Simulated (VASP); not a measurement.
**A VASP 6.6.1 single-point calculation on CdF2**

INCAR

```
IBRION = -1
ISMEAR = -1
LREAL = .FALSE.
NELM = 120
SIGMA = 0.02
GGA = PE
LWAVE = .FALSE.
ENCUT = 520
NBANDS = 20
PREC = Accurate
LCHARG = .FALSE.
ISIF = 2
NSW = 0
LASPH = .TRUE.
EDIFF = 1E-5
```

KPOINTS

```
KPOINTS created by Atomic Simulation Environment
0
Monkhorst-Pack
8 8 8
0 0 0
```

POSCAR

```
Cd F
 1.0000000000000000
    -0.0000000000000000    2.6941776810402964    2.6941776810402964
     2.6941776810402964   -0.0000000000000000    2.6941776810402964
     2.6941776810402964    2.6941776810402964    0.0000000000000000
 Cd  F
   1   2
Cartesian
 -0.0000000000000000  0.0000000000000000 -0.0000000000000000
  1.3470888405201480  1.3470888405201480  1.3470888405201480
  4.0412665215604449  4.0412665215604449  4.0412665215604449
```

The recommended PBE PAW datasets give the neutral cell 26 valence electrons.

Command

```
mpirun -np 1 vasp_std
```

Predict the outcome of this run.

It converged. Results: gap between bands v and c on the k mesh 3.25 eV; least direct gap on the k mesh 3.72 eV; pressure 6.2 GPa. Band v is the last that the valence electrons fill when counted band by band, and c is the next.

OSZICAR

```
N       E                     dE             d eps       ncg     rms          rms(c)
DAV:   1     0.193284752912E+03    0.19328E+03   -0.15630E+04  2512   0.132E+03
DAV:   2    -0.417687373313E+01   -0.19746E+03   -0.18952E+03  2612   0.341E+02
DAV:   3    -0.125300426115E+02   -0.83532E+01   -0.83302E+01  2756   0.760E+01
DAV:   4    -0.125666893311E+02   -0.36647E-01   -0.36645E-01  2608   0.516E+00
DAV:   5    -0.125668226898E+02   -0.13336E-03   -0.13336E-03  2720   0.278E-01    0.103E+01
DAV:   6    -0.108260505767E+02    0.17408E+01   -0.39375E+00  3068   0.377E+01    0.746E+00
DAV:   7    -0.108749087434E+02   -0.48858E-01   -0.92101E-01  2480   0.867E+00    0.426E+00
DAV:   8    -0.108682774964E+02    0.66312E-02   -0.14234E-01  2504   0.355E+00    0.724E-01
DAV:   9    -0.108589773538E+02    0.93001E-02   -0.35775E-02  2912   0.238E+00    0.879E-02
DAV:  10    -0.108595494486E+02   -0.57209E-03   -0.29684E-03  2504   0.601E-01    0.121E-01
DAV:  11    -0.108596511307E+02   -0.10168E-03   -0.13280E-04  2624   0.113E-01    0.367E-02
DAV:  12    -0.108596724797E+02   -0.21349E-04   -0.35330E-05  2484   0.519E-02    0.183E-02
DAV:  13    -0.108596743170E+02   -0.18373E-05   -0.69446E-06  2172   0.218E-02
   1 F= -.10859674E+02 E0= -.10859674E+02  d E =-.716974E-11
```

The shifted mesh misses Γ, so a band edge there is missed.

For comparison, a separate PBE run of the intended cell, on usual settings and not on those above, gives a gap of 3.07 eV on its mesh and a pressure of 6.2 GPa.
